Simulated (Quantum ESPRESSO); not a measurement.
Wanted: the native input for a Quantum ESPRESSO 7.5 run.

```yaml
Task: single point
Functional: PBE
Potentials_or_basis: SSSP 1.3 efficiency PBE
Cutoff: 748 eV
Density_cutoff: 5987 eV
k_mesh: 11 × 11 × 6
Occupations: fermi-dirac, width 0.05 eV
Spin: no spin polarisation
Mixing_beta: 0.5
Most_SCF_iterations: 120
SCF_threshold: 4e-10 Ry
```

The system is Pt.

```
CELL_PARAMETERS angstrom
2.76067 0.00000 0.00000
-1.38033 2.39081 0.00000
0.00000 0.00000 4.79213
ATOMIC_POSITIONS crystal
Pt 0.33333 0.66667 0.25000
Pt 0.66667 0.33333 0.75000
```

This isn't the form of Pt at room conditions, which is fcc.

The input as run:

pw.in

```
&CONTROL
  calculation = 'scf'
  prefix = 'pwscf'
  outdir = './tmp'
  pseudo_dir = './pseudo'
  tprnfor = .true.
  tstress = .true.
  disk_io = 'nowf'
/
&SYSTEM
  ibrav = 0
  nat = 2
  ntyp = 1
  ecutwfc = 55
  ecutrho = 440
  nbnd = 24
  occupations = 'smearing'
  smearing = 'fd'
  degauss = 0.00367493
/
&ELECTRONS
  conv_thr = 4d-10
  electron_maxstep = 120
  mixing_beta = 0.5
/
ATOMIC_SPECIES
Pt   195.0840 pt_pbe_v1.4.uspp.F.UPF
CELL_PARAMETERS angstrom
   2.7606656158    0.0000000000    0.0000000000
  -1.3803328079    2.3908065546    0.0000000000
   0.0000000000    0.0000000000    4.7921340000
ATOMIC_POSITIONS crystal
Pt     0.3333333333    0.6666666667    0.2500000000
Pt     0.6666666667    0.3333333333    0.7500000000
K_POINTS automatic
11 11 6 0 0 0
```

Potentials or basis: SSSP 1.3 efficiency PBE.

The run is started by

```bash
$ OMP_NUM_THREADS=1 pw.x -in pw.in > pw.out
```

Results of the run:

The pressure is -1.3 GPa and the band gap on the k mesh is none (metal or under the smearing width).

It took 31 s on 1 thread of Arm Neoverse V1 (shared host), peak memory 0.17 GiB.
